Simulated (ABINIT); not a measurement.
# GaN (F-43m): G0W0 in ABINIT against the wavefunction cutoff in GW, part 2 of 2

Aim: move the wavefunction cutoff in GW of a G0W0 run on GaN (F-43m) over a wide range.

ABINIT 10.8.3; PBE and many-body steps on it, plane waves. Known limits of the many-body steps: not at the basis limit; exchange with frozen shells missing; no spin-orbit coupling.

So far. Step 2 (Screening, 6×6×6 mesh, 114 bands, screening to 261.2 eV): Local fields lower ε∞ by 7 %. Step 5 (18 Ha): The gap on the mesh goes from 1.76 eV to 2.02 eV, a correction of +0.26 eV.

## 7. 27 Ha

This step: G0W0 on PBE, plane waves, norm-conserving pseudopotentials.

Contents of run.abi:

```
acell 3*1.0 Angstrom
rprim 
  0.000000000000 2.253500607500 2.253500607500
  2.253500607500 0.000000000000 2.253500607500
  2.253500607500 2.253500607500 0.000000000000
ntypat 2
znucl 31 7
natom 2
typat 1 2
xred 
  0.000000000000 0.000000000000 0.000000000000
  0.750000000000 0.750000000000 0.750000000000
pp_dirpath "pseudos"
pseudos "Ga.upf, N.upf"
ecut 36
ngkpt 6 6 6
nshiftk 1
shiftk 0 0 0
kptopt 1
chksymbreak 0
istwfk *1
occopt 1
irdwfk 1
optdriver 4
nband 114
gwcalctyp 0
ecutsigx 27
symsigma 1
nkptgw 1
kptgw 
  0.0000000000 0.0000000000 0.0000000000
bdgw 
  7 13
ecuteps 9.6
irdscr 1
ppmodel 1
ecutwfn 27
indata_prefix "in"
outdata_prefix "out"
tmpdata_prefix "tmp"
```

Started as:

```
$ OMP_NUM_THREADS=1 mpirun -n 8 abinit run.abi > log
```

Output:

```text
.Version 10.8.3 of ABINIT. v10.8.2 released Aug 2026.

 Symmetries : space group F-4 3 m (#216); Bravais cF (face-center cubic)
[... echo of the input left out ...]
== DATASET  1 ==================================================================
-   mpi_nproc: 8, omp_nthreads: 1 (-1 if OMP is not activated)

--- !DatasetInfo
iteration_state: {dtset: 1, }
dimensions: {natom: 2, nkpt: 16, mband: 114, nsppol: 1, nspinor: 1, nspden: 1, mpw: 1056, }
cutoff_energies: {ecut:  27.0, pawecutdg:  -1.0, }
[...]
11  15.678 -12.141  -7.190  -4.883   0.831  -0.204 -12.084   0.057  15.735
       12  15.678 -12.141  -7.190  -4.883   0.831  -0.204 -12.084   0.057  15.735
       13  15.678 -12.141  -7.190  -4.883   0.831  -0.204 -12.084   0.057  15.735

== END DATASET(S) ==============================================================
================================================================================

 -outvars: echo values of variables after computation  --------
           etotal      0.0000000000E+00
            nband         114
             nkpt          16
          spgroup         216
 [... the other variables as echoed above ...]

 Calculation completed.
```

Run time: 5.5 s. Hardware: 8 MPI ranks of Arm Neoverse V2, shared host; peak memory 1.1 GiB; 43 s of CPU time.

Numbers from this step:

```yaml
g0w0_gap_on_the_points_computed: 2.072 eV
starting_gap_on_the_mesh: 1.759 eV
k_of_the_valence_top: 0, 0, 0
k_of_the_conduction_bottom: 0, 0, 0
least_direct_g0w0_gap_on_the_computed_points: 2.072 eV
```

Against the run before, the gap moves by +0.049 eV.

## 8. Screening, 6×6×6 mesh, 114 bands, screening to 261.2 eV

This step: RPA screening on PBE, plane waves, norm-conserving pseudopotentials.

run.abi, as its differences from that of step 7:

```diff
@@ -23,16 +23,8 @@
 irdwfk 1
-optdriver 4
+optdriver 3
 nband 114
-gwcalctyp 0
-ecutsigx 27
-symsigma 1
-nkptgw 1
-kptgw 
-  0.0000000000 0.0000000000 0.0000000000
-bdgw 
-  7 13
 ecuteps 9.6
-irdscr 1
-ppmodel 1
-ecutwfn 27
+inclvkb 2
+awtr 1
+symchi 1
 indata_prefix "in"
```

Output:

```text
.Version 10.8.3 of ABINIT. v10.8.2 released Aug 2026.

 Symmetries : space group F-4 3 m (#216); Bravais cF (face-center cubic)
[... echo of the input left out ...]
== DATASET  1 ==================================================================
-   mpi_nproc: 8, omp_nthreads: 1 (-1 if OMP is not activated)

--- !DatasetInfo
iteration_state: {dtset: 1, }
dimensions: {natom: 2, nkpt: 16, mband: 114, nsppol: 1, nspinor: 1, nspden: 1, mpw: 1639, }
cutoff_energies: {ecut:  36.0, pawecutdg:  -1.0, }
[...]
--------------------------------------------------------------------------------
[... chi0 elements left out ...]
 For q-point:  0.000010 0.000020 0.000030
  dielectric constant =   6.3868
  dielectric constant without local fields =   6.8827

  Average fulfillment of the sum rule on Im[epsilon] for q-point    1 :     84.96  [%]
[... wings left out ...]
  q-point number  2        q = ( 0.166667, 0.000000, 0.000000) [r.l.u.]
--------------------------------------------------------------------------------
[... chi0 elements left out ...]
  Average fulfillment of the sum rule on Im[epsilon] for q-point    2 :    114.31  [%]

 [... 14 further q-points ...]
```

Wall time 49 s (8 MPI ranks); peak memory 1.4 GiB.

Numbers from this step:

| Quantity | Value |
| --- | --- |
| ε∞ with local fields, on this mesh, along the program's q direction | 6.387 |
| the same without local fields | 6.883 |
| plasma frequency | 32.93 eV |
| plane waves in the screening matrix | 229 |

## 9. 36 Ha

This step: G0W0 on PBE, plane waves, norm-conserving pseudopotentials.

run.abi, as its differences from that of step 8:

```diff
@@ -23,8 +23,15 @@
 irdwfk 1
-optdriver 3
+optdriver 4
 nband 114
+gwcalctyp 0
+ecutsigx 36
+symsigma 1
+nkptgw 1
+kptgw 
+  0.0000000000 0.0000000000 0.0000000000
+bdgw 
+  7 13
 ecuteps 9.6
-inclvkb 2
-awtr 1
-symchi 1
+irdscr 1
+ppmodel 1
 indata_prefix "in"
```

Output:

```text
.Version 10.8.3 of ABINIT. v10.8.2 released Aug 2026.

 Symmetries : space group F-4 3 m (#216); Bravais cF (face-center cubic)
[... echo of the input left out ...]
== DATASET  1 ==================================================================
-   mpi_nproc: 8, omp_nthreads: 1 (-1 if OMP is not activated)

--- !DatasetInfo
iteration_state: {dtset: 1, }
dimensions: {natom: 2, nkpt: 16, mband: 114, nsppol: 1, nspinor: 1, nspden: 1, mpw: 1639, }
cutoff_energies: {ecut:  36.0, pawecutdg:  -1.0, }
[...]
11  15.678 -12.135  -7.192  -4.880   0.833  -0.201 -12.082   0.053  15.731
       12  15.678 -12.135  -7.192  -4.880   0.833  -0.201 -12.082   0.053  15.731
       13  15.678 -12.135  -7.192  -4.880   0.833  -0.201 -12.082   0.053  15.731

== END DATASET(S) ==============================================================
================================================================================

 -outvars: echo values of variables after computation  --------
           etotal      0.0000000000E+00
            nband         114
             nkpt          16
          spgroup         216
 [... the other variables as echoed above ...]

 Calculation completed.
```

The job ended after 5.7 s (8 MPI ranks; peak memory 1.2 GiB).

Numbers from this step:

| Item | Value |
| --- | --- |
| G0W0 gap on the points computed | 2.107 eV |
| starting gap on the mesh | 1.759 eV |
| k of the valence top | 0, 0, 0 |
| k of the conduction bottom | 0, 0, 0 |
| least direct G0W0 gap on the computed points | 2.107 eV |

Against the run before, the gap moves by +0.035 eV.

## 10. Side by side

Times are wall times on 8 MPI ranks of Arm Neoverse V2, shared host, good to a factor of about two. A run's time includes the screening step that it read.

```csv
run,mesh,bands,screening cutoff (eV),DFT gap (eV),gap on the mesh (eV),direct (eV),ε∞ used,time
10.8 Ha,6×6×6,114,261.2,1.759,2.005,2.005,6.81,40 s
18 Ha,6×6×6,114,261.2,1.759,2.023,2.023,6.54,37 s
27 Ha,6×6×6,114,261.2,1.759,2.072,2.072,6.40,58 s
36 Ha,6×6×6,114,261.2,1.759,2.107,2.107,6.39,55 s
```

## 11. Summary of results

```json
{
 "10.8 Ha": "2.005 eV",
 "18 Ha": "2.023 eV",
 "27 Ha": "2.072 eV",
 "36 Ha": "2.107 eV",
 "known limits": "not at the basis limit; exchange with frozen shells missing; no spin-orbit coupling"
}
```

The setting moved: wavefunction cutoff in GW. From 10.8 Ha to 36 Ha the gap moves by +0.10 eV. The last step still moves it by +0.035 eV. Bands and screening cutoff are coupled, so a series along one setting does not show full convergence. The exchange cutoff follows the wavefunction cutoff here. Bands and cutoff are finite, so the gap is not at the basis limit. The miss can reach some tenths of an eV and take either sign; the mesh is an error of its own. In the G0W0 runs levels were corrected at 1 k point alone, so a gap called «on the mesh» is the least over those, and an edge elsewhere would be missed. The norm-conserving file of at least one element keeps a d shell over frozen s and p shells of the same row. Exchange with those shells is missing from the self-energy, an error of 0.3 to 0.9 eV in cases checked, whose sign depends on which edge lies on those atoms. The many-body steps are scalar-relativistic: spin-orbit coupling is not in them.

[Paths, hosts, dates, memory and timing lines, banners, echoed tables and standing remarks are left out of the program output.]

[Logs are printed without paths, hosts, clocks, repeated set-up lines and the standing remarks that a program may print on its own settings, such as how far it seeks lower states.]

[Runs of the session that timed out or met a known fault of the program may be left out.]

[Hosts, paths, dates, database ids (printed as entryN), source tags and the programs' standing remarks are cut or masked in the printed files.]

[G0W0 gaps are taken among the corrected bands and points alone; a level outside them can change the order at an edge.]

[Where Ansatz stands beside ABINIT at settings called matched, ABINIT's density can come from a denser mesh and the files from another edition; pairs whose starting gaps differed by over 0.03 eV were left out, so agreement reads better than it is.]
